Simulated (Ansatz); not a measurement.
# PtSe2: the cost of one run

Method: DFT PBE+U (U_eff = 5 eV on Pt d), plane waves, PAW, no spin–orbit coupling unless a run says so, in Ansatz 0.2.0.

The COD entry's cell or inner coordinates are ideal or old and differ from later refinements, so a difference from it is no clean test against experiment.

3 further runs of the same task are left out: 3 that didn't finish.

## 1. The starting structure

The structure is trigonal, space group P-3m1 (No. 164). The conventional cell has a = 3.724 Å, b = 3.724 Å, c = 5.062 Å, α = 90.00°, β = 90.00°, γ = 120.00°. Around Pt (site symmetry -3m) lie 6 Se at 2.49 Å. Around Se (site symmetry 3m) lie 3 Pt at 2.49 Å.

Coordinates:

```xyz
6
Lattice="3.7240 0.0000 0.0000 -1.8620 3.2251 5.0620 0.0000 0.0000 10.1240" Properties=species:S:1:pos:R:3 pbc="T T T"
Pt    0.0000    0.0000    0.0000
Se    0.0000    2.1501   11.3895
Se    1.8620    1.0750    3.7965
Pt    0.0000    0.0000    5.0620
Se    0.0000    2.1501    6.3275
Se    1.8620    1.0750    8.8585
```

An earlier series on this cell reached its lowest free state from «ferromagnetic start, free, natural orbitals of the symmetric run filled by rank», perhaps among other starts (it ended without moments).

## 2. Antiferromagnetic start, free

File input.yaml:

```yaml
crystal:
  lattice:
    - [3.72400029, 0.0, 0.0]
    - [-1.86200015, 3.22507886, 5.06199958]
    - [0.0, 0.0, 10.12399916]
  atoms:
    - { symbol: Pt, position: [0.0, 0.0, 0.0], spin: 4.0 }
    - { symbol: Se, position: [0.3333333333, 0.6666666667, 0.7916666667] }
    - { symbol: Se, position: [0.6666666667, 0.3333333333, 0.2083333334] }
    - { symbol: Pt, position: [0.0, 0.0, 0.5], spin: -4.0 }
    - { symbol: Se, position: [0.3333333333, 0.6666666667, 0.2916666666] }
    - { symbol: Se, position: [0.6666666667, 0.3333333333, 0.7083333334] }
basis:
  ecutwfc: 420
  ecutrho_ratio: 4
kpoints:
  mp_grid: { grid: [6, 6, 6] }
hamiltonian:
  xc: pbe
  hubbard:
    sites:
      - { site: 0, l: d, u_eff: 5.0, starting_ns: [{ spin: up, occupation_matrix: s0up }, { spin: down, occupation_matrix: s0down }] }
      - { site: 3, l: d, u_eff: 5.0, starting_ns: [{ spin: up, occupation_matrix: s3up }, { spin: down, occupation_matrix: s3down }] }
    occupation_matrices:
      s0up:
        matrix:
          - [0.97, 0.0, 0.0, 0.0, 0.0]
          - [0.0, 0.97, 0.0, 0.0, 0.0]
          - [0.0, 0.0, 0.97, 0.0, 0.0]
          - [0.0, 0.0, 0.0, 0.97, 0.0]
          - [0.0, 0.0, 0.0, 0.0, 0.97]
      s0down:
        matrix:
          - [0.02548, 0.0, 0.04431, -0.05672, 0.0]
          - [0.0, 0.02, 0.0, 0.0, 0.0]
          - [0.04431, 0.0, 0.37794, -0.45821, 0.0]
          - [-0.05672, 0.0, -0.45821, 0.60657, 0.0]
          - [0.0, 0.0, 0.0, 0.0, 0.02]
      s3up:
        matrix:
          - [0.02548, 0.0, 0.04431, -0.05672, 0.0]
          - [0.0, 0.02, 0.0, 0.0, 0.0]
          - [0.04431, 0.0, 0.37794, -0.45821, 0.0]
          - [-0.05672, 0.0, -0.45821, 0.60657, 0.0]
          - [0.0, 0.0, 0.0, 0.0, 0.02]
      s3down:
        matrix:
          - [0.97, 0.0, 0.0, 0.0, 0.0]
          - [0.0, 0.97, 0.0, 0.0, 0.0]
          - [0.0, 0.0, 0.97, 0.0, 0.0]
          - [0.0, 0.0, 0.0, 0.97, 0.0]
          - [0.0, 0.0, 0.0, 0.0, 0.97]
    ns_hold: { iters: 8 }
scf:
  occupations: { method: gaussian, width: 0.05 }
  lower_state_search: "off"
  max_iter: 150
output:
  forces: true
  stress: true
  eigenvalues: true
  populations: true
  hubbard: { sites: [{ site: 0, l: d }, { site: 3, l: d }] }
  write_density: true
  write_potential: true
  elf: true
  volumetric_format: npy
magnetization:
  spin_polarized: true
```

The typed matrices put 0.97 on the chosen orbitals and 0.02 on the others, and are held for 8 cycles.

Run with:

```
> ansatz run input.yaml --threads 4 --pin off --max-ram 6144MiB --backend cpu --events-out ev --progress --plain --runs-dir out
```

Q: Estimate wall time and peak memory on 4 threads of Arm Neoverse V1, shared host.

About 43 s, with a peak of 1.2 GiB.
